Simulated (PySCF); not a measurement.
# Complete the spectrum of diethyl ether

Species: diethyl ether, C₄H₁₀O.
SMILES: `C(OCC)C`

Computed, not measured: TDDFT CAM-B3LYP/def2-SVPD, vertical, gas phase, core orbitals frozen in the response (PySCF). The structure is a single GFN2-xTB conformer in the gas phase; no vibrational or solvent corrections. Torsions of this conformer, `[CH3:1][CH2:2][O:3][CH2:4][CH3:5]`: C1–C2–O3–C4 180°, C2–O3–C4–C5 180°.

Orbital energies (eV): HOMO-3 -11.42, HOMO-2 -11.10, HOMO-1 -10.46, HOMO -8.82, LUMO 1.46, LUMO+1 1.81, LUMO+2 2.18.

Lowest singlets, with some entries withheld (?).

```tsv
state	E (eV)	f	main configurations (H = HOMO, L = LUMO)
S1	7.15	0.026	H→L (90%)
S2	7.95	?	?
S3	8.21	?	H→L+2 (88%)
S4	8.33	0.066	H→L+3 (98%)
S5	8.78	?	?
S6	?	0.015	?
S7	?	0.0000	H→L+4 (88%)
S8	9.47	0.073	H-1→L+1 (70%), H-3→L (24%)
```

Problem. What stands in place of each question mark?

Solution. 
- S2: f = 0.0000; H→L+1 (90%)
- S3: f = 0.037
- S5: f = 0.0019; H→L+5 (59%), H→L+9 (20%), H→L+6 (11%)
- S6: E = 8.97 eV; H-1→L (89%)
- S7: E = 9.20 eV

Problem. What is the mean static polarisability from the same response equations?

Solution. 57.1 au (8.46 Å³), with principal values 50.5, 53.9 and 66.9 au.

Problem. Where do the lowest triplets lie (Tamm–Dancoff)?

Solution. T1 6.98 eV, H→L (86%); T2 7.84 eV, H→L+1 (84%); T3 8.12 eV, H→L+2 (83%), H→L+5 (10%). E(S1) − E(T1) = +0.18 eV.

Problem. How far apart are S1 and S6, in eV and cm⁻¹?

Solution. 8.972 − 7.154 = 1.818 eV, or about 14660 cm⁻¹.
